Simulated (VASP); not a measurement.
# AlN (e600) (P6_3mc) in VASP: further runs

The runs below take AlN (e600) through single point, relaxation of shape and atoms at fixed volume, with PBE.

All numbers are computed with VASP 6.6.1; they aren't measurements. Logs are shortened: lines on timing, memory, paths and dates and some standing lists are left out, and cuts for length are marked.

**The experiment to reproduce.**

From “Self-assembly of well-separated AlN nanowires directly on sputtered metallic TiN films”, 2019, arxiv:1910.07391, for a bulk crystal of AlN at 10 K: band gap 6.034 eV (an exciton energy, a little under the gap).

How close the calculation comes is told below.

## Step 1: The crystal as given

The structure is hexagonal, space group P6_3mc (No. 186). The conventional cell has a = 3.113 Å, b = 3.113 Å, c = 4.981 Å, α = 90.00°, β = 90.00°, γ = 120.00°. Al (site symmetry 3m) is surrounded by 4 N at 1.89 Å. N (site symmetry 3m) has 4 Al at 1.89 Å as nearest neighbours.

## Step 2: Single point, PBE

INCAR

```
PREC = Accurate
ENCUT = 520
EDIFF = 1E-7
ISMEAR = 0
SIGMA = 0.1
LREAL = F
LASPH = T
NELM = 100
ALGO = Normal
ISIF = 2
LWAVE = F
LCHARG = T
GGA = PE
LELF = T
LVHAR = T
NBANDS = 16
```

KPOINTS

```
regular mesh
0
Gamma
  6 6 4
```

POSCAR

```
AlN
1.0
    3.1130000000      0.0000000000      0.0000000000
   -1.5565000000      2.6959370820      0.0000000000
    0.0000000000      0.0000000000      4.9810000000
Al N
2 2
Direct
    0.3333333333      0.6666666667      0.0000000000
    0.6666666667      0.3333333333      0.5000000000
    0.3333333333      0.6666666667      0.3800000000
    0.6666666667      0.3333333333      0.8800000000
```

Potentials or basis: VASP PAW PBE potentials, release 64 (Al, N).

Run with:

```bash
$ cat potpaw_PBE.64/Al/POTCAR potpaw_PBE.64/N/POTCAR > POTCAR
$ mpirun -np 1 vasp_std > vasp.out
```

OUTCAR:

```text
PREC = Accurate
   ENCUT = 520
   EDIFF = 1E-7
   ISMEAR = 0
   LREAL = F
   LASPH = T
   NELM = 100
   ISIF = 2
   GGA = PE

 ion  position               nearest neighbor table
   1  0.333  0.667  0.000-   3 1.89   4 1.89   4 1.89   4 1.89   2 3.07   2 3.07   2 3.07   2 3.07
                             2 3.07   2 3.07
   2  0.667  0.333  0.500-   4 1.89   3 1.89   3 1.89   3 1.89   1 3.07   1 3.07   1 3.07   1 3.07
                             1 3.07   1 3.07
   3  0.333  0.667  0.380-   1 1.89   2 1.89   2 1.89   2 1.89
   4  0.667  0.333  0.880-   2 1.89   1 1.89   1 1.89   1 1.89

  LATTYP: Found a hexagonal cell.
 ALAT       =     3.1130000000
 C/A-ratio  =     1.6000642467

  Lattice vectors:

 A1 = (   3.1130000000,   0.0000000000,   0.0000000000)
 A2 = (  -1.5565000000,   2.6959370820,   0.0000000000)
 A3 = (   0.0000000000,   0.0000000000,   4.9810000000)

Analysis of symmetry for initial positions (statically):
=====================================================================
 Subroutine PRICEL returns:
 Original cell was already a primitive cell.

 Routine SETGRP: Setting up the symmetry group for a
 hexagonal supercell.

 Subroutine GETGRP returns: Found 12 space group operations
 (whereof  6 operations were pure point group operations)
 out of a pool of 24 trial point group operations.

The static configuration has the point symmetry C_3v.
 The point group associated with its full space group is C_6v.

Analysis of symmetry for dynamics (positions and initial velocities):
=====================================================================
 Subroutine PRICEL returns:
 Original cell was already a primitive cell.

 Routine SETGRP: Setting up the symmetry group for a
 hexagonal supercell.

 Subroutine GETGRP returns: Found 12 space group operations
 (whereof  6 operations were pure point group operations)
 out of a pool of 24 trial point group operations.

The dynamic configuration has the point symmetry C_3v.
 The point group associated with its full space group is C_6v.

 Subroutine INISYM returns: Found 12 space group operations
 (whereof  6 operations are pure point group operations),
 and found     1 'primitive' translations

----------------------------------------------------------------------------------------

                                     Primitive cell

  volume of cell :      41.8028

  direct lattice vectors                    reciprocal lattice vectors
     3.113000000  0.000000000  0.000000000     0.321233537  0.185464269  0.000000000
    -1.556500000  2.695937082  0.000000000     0.000000000  0.370928538  0.000000000
     0.000000000  0.000000000  4.981000000     0.000000000  0.000000000  0.200762899

  length of vectors
     3.113000000  3.113000000  4.981000000     0.370928538  0.370928538  0.200762899

  position of ions in fractional coordinates (direct lattice)
     0.333333333  0.666666667  0.000000000
     0.666666667  0.333333333  0.500000000
     0.333333333  0.666666667  0.380000000
     0.666666667  0.333333333  0.880000000

  ion indices of the primitive-cell ions
   primitive index   ion index
                 1           1
                 2           2
                 3           3
                 4           4

----------------------------------------------------------------------------------------

 KPOINTS: regular mesh

Automatic generation of k-mesh.
 Grid dimensions read from file:
 generate k-points for:    6    6    4

 Generating k-lattice:

  Cartesian coordinates                     Fractional coordinates (reciprocal lattice)
     0.053538923  0.030910711  0.000000000     0.166666667  0.000000000  0.000000000
     0.000000000  0.061821423  0.000000000     0.000000000  0.166666667  0.000000000
     0.000000000  0.000000000  0.050190725     0.000000000  0.000000000  0.250000000

  Length of vectors
     0.061821423  0.061821423  0.050190725

  Shift w.r.t. Gamma in fractional coordinates (k-lattice)
     0.000000000  0.000000000  0.000000000

 Subroutine IBZKPT returns following result:
 ===========================================

 Found     21 irreducible k-points:

 Following reciprocal coordinates:
            Coordinates               Weight
  0.000000  0.000000  0.000000      1.000000
  0.166667  0.000000  0.000000      6.000000
  0.333333  0.000000  0.000000      6.000000
  0.500000  0.000000  0.000000      3.000000
  0.166667  0.166667  0.000000      6.000000
  0.333333  0.166667  0.000000     12.000000
[... 13 lines left out ...]
  0.333333  0.166667  0.500000     12.000000
  0.333333  0.333333  0.500000      2.000000
   k-points           NKPTS =     21   k-points in BZ     NKDIM =     21   number of bands    NBANDS=     16
   number of dos      NEDOS =    301   number of ions     NIONS =      4
   total plane-waves  NPLWV =  23040
   dimension x,y,z NGX =    24 NGY =   24 NGZ =   40
   dimension x,y,z NGXF=    48 NGYF=   48 NGZF=   80
   ions per type =               2   2
   NGX,Y,Z   is equivalent  to a cutoff of  12.82, 12.82, 13.35 a.u.
   NGXF,Y,Z  is equivalent  to a cutoff of  25.63, 25.63, 26.70 a.u.
 SYSTEM =  unknown system
   PREC   = accura    normal or accurate (medium, high low for compatibility)
   ISTART =      0    job   : 0-new  1-cont  2-samecut
   ICHARG =      2    charge: 1-file 2-atom 10-const
   ISPIN  =      1    spin polarized calculation?
   LNONCOLLINEAR =      F non collinear calculations
   LSORBIT =      F    spin-orbit coupling
   LASPH  =      T    aspherical Exc in radial PAW
   ENCUT  =  520.0 eV  38.22 Ry    6.18 a.u.   5.79  5.79  9.26*2*pi/ulx,y,z
   NELM   =    100;   NELMIN=  2; NELMDL= -5     # of ELM steps
   EDIFF  = 0.1E-06   stopping-criterion for ELM
   LREAL  =      F    real-space projection
   EDIFFG = 0.1E-05   stopping-criterion for IOM
   NSW    =      0    number of steps for IOM
   IBRION =     -1    ionic relax: 0-MD 1-quasi-New 2-CG
   NFREE  =      0    steps in history (QN), initial steepest desc. (CG)
   ISIF   =      2    stress and relaxation
   ISYM   =      2    0-nonsym 1-usesym 2-fastsym
   POTIM  = 0.5000    time-step for ionic-motion
   TEBEG  =    0.0;   TEEND  =   0.0 temperature during run
   PSTRESS=    0.0 pullay stress
   NELECT =      16.0000    total number of electrons
   NUPDOWN=      -1.0000    fix difference up-down
   EMIN   =  10.00;   EMAX   =-10.00  energy-range for DOS
   EFERMI =   0.00;   METHOD = LEGACY
   ISMEAR =     0;   SIGMA  =   0.10  broadening in eV -4-tet -1-fermi 0-gaus
   EFERMI_NEDOS =   21; number of points for ismear=-14 and -15
   IALGO  =     38    algorithm
   IMIX   =      4    mixing-type and parameters
     AMIX     =   0.40;   BMIX     =  1.00
     AMIX_MAG =   1.60;   BMIX_MAG =  1.00
  volume/ion in A,a.u.               =      10.45        70.52
  Fermi-wavevector in a.u.,A,eV,Ry     =   1.188629  2.246183 19.222843  1.412839
  Thomas-Fermi vector in A             =   2.324754
   LORBIT       =      0    0 simple, 1 ext, 2 COOP (PROOUT), +10 PAW based schemes
   GGA     = PE    functional components
   LHFCALC =     F    Hartree Fock is set to
   AEXX    =    0.0000 exact exchange contribution
   IVDW    =     0    specifies the selected vdW correction
   LEPSILON=     F    determine dielectric tensor
   LRPA    =     F    only Hartree local field effects (RPA)
 non-spin polarized calculation
 Gauss-broadening in eV      SIGMA  =   0.10
  energy-cutoff  :      520.00
  volume of cell :       41.80
 maximum number of plane-waves:      1152
 NGX is ok and might be reduce to    24
   NGX = 11   NGY = 11   NGZ = 19

 number of electron      15.9999997 magnetization

 Free energy of the ion-electron system (eV)
  ---------------------------------------------------
  ext. energy  EPLUGINS =         0.00000000
  ---------------------------------------------------
  free energy    TOTEN  =       -29.76992362 eV

  energy without entropy =      -29.76992362  energy(sigma->0) =      -29.76992362

 E-fermi :   6.6034     XC(G=0): -10.9067

 val. band max:        6.1223705918   @ k =   0.0000   0.0000   0.0000
 cond. band min:      10.3455863031   @ k =   0.0000   0.0000   0.0000
 fundamental gap:      4.2232157112
 Fermi energy:         6.6033849014

 k-point     1 :       0.0000    0.0000    0.0000
  band No.  band energies     occupation
      1      -9.0366      2.00000
      2      -6.8881      2.00000
      3       0.1492      2.00000
      4       5.2908      2.00000
      5       5.2908      2.00000
      6       5.9429      2.00000
[... 8 lines left out ...]
     15      19.2859      0.00000
     16      19.2859      0.00000

 k-point     2 :       0.1667    0.0000    0.0000
  band No.  band energies     occupation
      1      -8.6907      2.00000
      2      -6.7016      2.00000
      3       0.5644      2.00000
      4       3.8716      2.00000
      5       4.6537      2.00000
      6       4.8985      2.00000
[... 8 lines left out ...]
     15      18.5087      0.00000
     16      18.9259      0.00000

 k-point     3 :       0.3333    0.0000    0.0000
  band No.  band energies     occupation
      1      -7.7975      2.00000
      2      -6.3719      2.00000
      3       1.6449      2.00000
      4       1.7176      2.00000
      5       2.8324      2.00000
      6       4.3085      2.00000
[... 8 lines left out ...]
     15      18.2453      0.00000
     16      20.5345      0.00000

 k-point     4 :       0.5000    0.0000    0.0000
  band No.  band energies     occupation
      1      -7.0751      2.00000
      2      -6.3797      2.00000
      3       0.7042      2.00000
      4       1.9910      2.00000
      5       2.7925      2.00000
      6       4.0626      2.00000
[... 8 lines left out ...]
     15      18.9796      0.00000
     16      21.3152      0.00000
[... 267 lines left out ...]
 k-point    19 :       0.1667    0.1667    0.5000
  band No.  band energies     occupation
      1      -7.3420      2.00000
      2      -7.3420      2.00000
      3       1.9321      2.00000
      4       1.9321      2.00000
      5       4.3179      2.00000
      6       4.3179      2.00000
[... 8 lines left out ...]
     15      19.0829      0.00000
     16      19.0829      0.00000

 k-point    20 :       0.3333    0.1667    0.5000
  band No.  band energies     occupation
      1      -6.7214      2.00000
      2      -6.7214      2.00000
      3       0.9934      2.00000
      4       0.9934      2.00000
      5       3.5251      2.00000
      6       3.5251      2.00000
[... 8 lines left out ...]
     15      19.6025      0.00000
     16      19.6025      0.00000

 k-point    21 :       0.3333    0.3333    0.5000
  band No.  band energies     occupation
      1      -6.4971      2.00000
      2      -6.4971      2.00000
      3       1.3096      2.00000
      4       1.3096      2.00000
      5       2.2954      2.00000
      6       2.2954      2.00000
[... 8 lines left out ...]
     15      19.9842      0.00000
     16      19.9842      0.00000

------------------------ aborting loop because EDIFF is reached ----------------------------------------

  FORCE on cell =-STRESS in cart. coord.  units (eV):
  Direction    XX          YY          ZZ          XY          YZ          ZX
  --------------------------------------------------------------------------------------
  -------------------------------------------------------------------------------------
  Total        0.7590948      0.7590948      1.1843738      0.0000000     -0.0000000     -0.0000000
  in kB       29.0938504     29.0938504     45.3935315      0.0000000     -0.0000000     -0.0000000
  external PRESSURE =      34.5270774 kB  Pullay stress =       0.0000000 kB

 VOLUME and BASIS-vectors are now :
 -----------------------------------------------------------------------------
  energy-cutoff  :      520.00
  volume of cell :       41.80
      direct lattice vectors                 reciprocal lattice vectors
     3.113000000  0.000000000  0.000000000     0.321233537  0.185464269  0.000000000
    -1.556500000  2.695937082  0.000000000     0.000000000  0.370928538  0.000000000
     0.000000000  0.000000000  4.981000000     0.000000000  0.000000000  0.200762899

 POSITION                                       TOTAL-FORCE (eV/Angst)
 -----------------------------------------------------------------------------------
     -0.00000      1.79729      0.00000        -0.000000     -0.000000     -0.129999
      1.55650      0.89865      2.49050         0.000000      0.000000     -0.129999
     -0.00000      1.79729      1.89278        -0.000000      0.000000      0.129999
      1.55650      0.89865      4.38328         0.000000      0.000000      0.129999
 -----------------------------------------------------------------------------------
    total drift:                               -0.000000     -0.000000      0.000364

  FREE ENERGIE OF THE ION-ELECTRON SYSTEM (eV)
  ---------------------------------------------------
  free  energy   TOTEN  =       -29.7699236224 eV

  energy  without entropy=      -29.7699236224  energy(sigma->0) =      -29.76992362
```

Wall time 15 s (1 thread of Intel Xeon Platinum 8488C (Sapphire Rapids), shared host); peak memory 0.15 GiB.

What came out:

| Item | Value |
| --- | --- |
| Free energy | -29.7699 eV |
| Pressure | 3.5 GPa |
| Largest force | 0.130 eV/Å |
| Band gap on the k mesh | 4.22 eV, direct |

Forces in eV/Å, atoms in the order of the input:
```
Al   0.000  0.000 -0.130
Al   0.000  0.000 -0.130
N    0.000  0.000  0.130
N    0.000  0.000  0.130
```

Stress tensor (GPa, compression positive):
```
2.91 0.00 0.00
0.00 2.91 0.00
0.00 0.00 4.54
```

## Step 3: Single point, PBE

This run uses another cell than the first one, of 10.01 Å³/atom, 0.957 times its volume.

INCAR

```
  ALGO = Fast
  EDIFF = 1E-6
  ENCUT = 520
  GGA = PE
  ISIF = 2
  ISMEAR = 0
  LASPH = T
  LCHARG = F
  LREAL = F
  LWAVE = F
  NBANDS = 16
  NELM = 100
  PREC = Accurate
  SIGMA = 0.02
```

KPOINTS

```
k-points
0
Gamma
  9 9 6
```

POSCAR

```
AlN
1.0
    3.0708900811      0.0000000000      0.0000000000
   -1.5354450405      2.6594688224      0.0000000000
    0.0000000000      0.0000000000      4.9007562101
Al N
2 2
Direct
    0.3333333333      0.6666666667     -0.0014193369
    0.6666666667      0.3333333333      0.4985806631
    0.3333333333      0.6666666667      0.3814193369
    0.6666666667      0.3333333333      0.8814193369
```

Potentials or basis: VASP PAW PBE potentials, release 64 (Al, N).

Run with:

```bash
$ cat potpaw_PBE.64/Al/POTCAR potpaw_PBE.64/N/POTCAR > POTCAR
$ mpirun -np 1 vasp_std > vasp.out
```

It took 20 s on 1 thread of Intel Xeon Platinum 8488C (Sapphire Rapids), shared host; peak memory 0.15 GiB.

Results (log left out):

```
Free energy            : -29.6811 eV
Pressure               : 13.2 GPa
Band gap on the k mesh : 4.56 eV, direct
```

Levels at points of the mesh, in eV from the valence-band top:
```csv
k point,band 6,band 7,band 8,band 9,band 10,band 11
"(0.00, 0.00, 0.00)",-0.27,-0.27,0.00,4.56,6.98,10.96
"(0.00, 0.00, 0.50)",-0.61,-0.61,-0.61,6.80,6.80,10.66
```

Caveat: an odd mesh through Γ misses points on the zone boundary, where band edges often lie.

## Step 4: Relaxation of shape and atoms at fixed volume, PBE

This run uses another cell than the first one, of 10.01 Å³/atom, 0.957 times its volume.

INCAR

```
SYSTEM = AlN
  ALGO = Normal
  EDIFF = 1E-7
  EDIFFG = -0.01
  ENCUT = 600
  GGA = PE
  IBRION = 2
  ISIF = 4
  ISMEAR = 0
  LASPH = .True.
  LCHARG = .False.
  LREAL = .False.
  LWAVE = .False.
  NELM = 100
  NSW = 50
  PREC = Accurate
  SIGMA = 0.02
```

KPOINTS

```
k-points
0
Gamma
  9 9 6
  0 0 0
```

POSCAR

```
AlN
1.0
    3.0676873538      0.0000000000      0.0000000000
   -1.5338436769      2.6566951793      0.0000000000
    0.0000000000      0.0000000000      4.9109945277
Al N
2 2
Direct
    0.3333333333      0.6666666667     -0.0009246038
    0.6666666667      0.3333333333      0.4990753962
    0.3333333333      0.6666666667      0.3809246038
    0.6666666667      0.3333333333      0.8809246038
```

Run with:

```bash
$ cat potpaw_PBE.64/Al/POTCAR potpaw_PBE.64/N/POTCAR > POTCAR
$ mpirun -np 1 vasp_std > vasp.out
```

Run time: 52 s. Hardware: 1 thread of Intel Xeon Platinum 8488C (Sapphire Rapids), shared host; peak memory 0.18 GiB.

Results (log left out):

```yaml
Free_energy: -29.6842 eV
Energy_gained_by_relaxing: 0.1 meV/atom
Ionic_steps: 3
Pressure_after_relaxing: 13.1 GPa
Largest_force_after_relaxing: 0.006 eV/Å
Band_gap_on_the_k_mesh: 4.56 eV, direct
```

Forces on the atoms (eV/Å):
```
Al   0.000  0.000 -0.006
Al   0.000  0.000 -0.006
N    0.000  0.000  0.006
N    0.000  0.000  0.006
```

Stress tensor (GPa, compression positive):
```
13.04  0.00  0.00
 0.00 13.04  0.00
 0.00  0.00 13.16
```

Step by step:
```
step  energy change (eV)  largest force (eV/Å)  pressure (GPa)  volume (Å³)
   1              0.0000                0.0221           13.14        40.02
   2             -0.0002                0.0140           13.11        40.02
   3             -0.0002                0.0058           13.08        40.02
```

Final structure:
```
CELL_PARAMETERS angstrom
3.07083 0.00000 0.00000
-1.53542 2.65942 0.00000
0.00000 0.00000 4.90094
ATOMIC_POSITIONS crystal
Al 0.33333 0.66667 0.99863
Al 0.66667 0.33333 0.49863
N 0.33333 0.66667 0.38137
N 0.66667 0.33333 0.88137
```

Levels at points of the mesh, in eV from the valence-band top:
| k point | band 5 | band 6 | band 7 | band 8 | band 9 | band 10 | band 11 | band 12 |
| --- | --- | --- | --- | --- | --- | --- | --- | --- |
| (0.00, 0.00, 0.00) | -0.93 | -0.26 | -0.26 | 0.00 | 4.56 | 6.98 | 10.97 | 11.40 |
| (0.00, 0.00, 0.50) | -0.61 | -0.61 | -0.61 | -0.61 | 6.81 | 6.81 | 10.66 | 10.66 |

Caveat: an odd mesh through Γ misses points on the zone boundary, where band edges often lie. Expect the measured gap to be larger: semilocal functionals such as PBE lack the derivative discontinuity.

## Step 5: Overview

| task | cell | k mesh | cutoff (eV) | smearing | gap on the mesh (eV) | pressure (GPa) | largest force (eV/Å) |
| --- | --- | --- | --- | --- | --- | --- | --- |
| single point | P6_3mc, 10.45 Å³/atom | 6 × 6 × 4 | 520 | gaussian 0.1 eV | 4.22 | 3.5 | 0.13 |
| single point | P6_3mc, 10.01 Å³/atom | 9 × 9 × 6 | 520 | gaussian 0.02 eV | 4.56 | 13.2 | - |
| relaxation of shape and atoms at fixed volume | relaxed at fixed volume | 9 × 9 × 6 | 600 | gaussian 0.02 eV | 4.56 | 13.1 | 0.01 |

Alike in all rows: level PBE; potentials or basis VASP PAW PBE potentials, release 64 (Al, N); no spin polarisation.

Caveats: an odd mesh through Γ misses points on the zone boundary, where band edges often lie (some runs).

Absolute energies hang on the potentials; compare differences alone.

## Step 6: How close it comes

Step 2. Measured gap of AlN: 6.034 eV (an exciton energy, a little under the gap; 10 K; quoted in “Self-assembly of well-separated AlN nanowires directly on sputtered metallic TiN films”, 2019, arxiv:1910.07391). This calculation gives 4.22 eV (-1.81 eV). 2 values of this kind are on record (6.034 to 6.0343 eV); this one was drawn at random. The value is that of PBE, without temperature or zero-point motion. Semilocal functionals fall short of measured gaps as a rule.

Step 3. The gap isn't set beside the deposited one, since this odd mesh misses points on the zone boundary.
